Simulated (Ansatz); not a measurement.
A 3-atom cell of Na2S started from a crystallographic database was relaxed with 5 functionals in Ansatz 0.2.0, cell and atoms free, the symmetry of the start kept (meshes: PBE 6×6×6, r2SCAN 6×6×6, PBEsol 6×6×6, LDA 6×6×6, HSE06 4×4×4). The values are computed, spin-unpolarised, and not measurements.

The HSE06 result:
```cif
data_structure
_symmetry_space_group_name_H-M 'Fm-3m'
_symmetry_Int_Tables_number 225
_cell_length_a 6.5202
_cell_length_b 6.5202
_cell_length_c 6.5202
_cell_angle_alpha 90.000
_cell_angle_beta 90.000
_cell_angle_gamma 90.000
_cell_volume 277.19
loop_
_atom_site_label
_atom_site_type_symbol
_atom_site_symmetry_multiplicity
_atom_site_Wyckoff_symbol
_atom_site_fract_x
_atom_site_fract_y
_atom_site_fract_z
_atom_site_occupancy
Na1 Na 8 c 0.25000 0.75000 0.75000 1
S1 S 4 a 0.00000 0.00000 0.00000 1
```

The symmetry is Fm-3m (No. 225, cubic); a = 6.520 Å in the conventional setting, 23.10 Å³ an atom. Na is surrounded by 4 S at 2.82 Å; S is surrounded by 8 Na at 2.82 Å.

Q: How does the cell change with r2SCAN?

A: a = 6.511 Å; the volume differs by -0.4 % from HSE06's. Around Na lie 4 S at 2.82 Å; around S lie 8 Na at 2.82 Å.

Q: How does the cell change with PBE?

A: a = 6.568 Å; the volume differs by +2.2 % from HSE06's. Na has 4 S at 2.84 Å; S has 8 Na at 2.84 Å.

Q: Held at the r2SCAN cell, what mean stress do LDA and PBE find, and does its sign point to their own minimum?

A: Yes. LDA -1.74 GPa, and its relaxed volume is -5.7 % from r2SCAN's; PBE +0.78 GPa, and its relaxed volume is +2.7 % from r2SCAN's. Compression counts positive, so a positive stress asks for a larger cell.
